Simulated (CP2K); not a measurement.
SiNi:

```
CELL_PARAMETERS angstrom
2.94277 0.00000 0.00000
0.00000 3.28033 0.00000
0.00000 0.00000 4.67745
ATOMIC_POSITIONS crystal
Ni 0.50000 0.50000 0.34250
Ni 0.00000 0.00000 0.65750
Si 0.50000 0.50000 0.84314
Si 0.00000 0.00000 0.15686
```

The cell is a database's computed one.

Base run:

```yaml
Program: CP2K 2026.2
Functional: LDA
Potentials_or_basis: GTH_POTENTIALS Ni GTH-PBE-q18; POTENTIAL_UZH Si GTH-PBE-q4; TZVP-MOLOPT-SR-GTH, TZVP-MOLOPT-PBE-GTH basis
Density_cutoff: 13606 eV
k_mesh: 9 × 8 × 6
Occupations: fermi-dirac, width 0.05 eV
Spin: collinear spin, ferromagnetic start
Starting_moments: "[1.0, 1.0, 0.0, 0.0] μB"
```

Its results: pressure -2.1 GPa; largest force 0.339 eV/Å.

Question: After a change of settings the same cell gave: pressure 16.9 GPa; largest force 0.070 eV/Å. Which change was it?
A. functional from LDA to RPBE
B. functional from LDA to r2SCAN
C. functional from LDA to rev-vdW-DF2
D. functional from LDA to vdW-DF2

Answer: D.

Caveats: the potentials were made for another functional, which shifts forces and pressure; the basis of atomic orbitals isn't converged, which shifts pressures, moduli and gaps; the total moment is fixed, so each spin has its own Fermi level.

Runs at the PBE level aren't shown here.
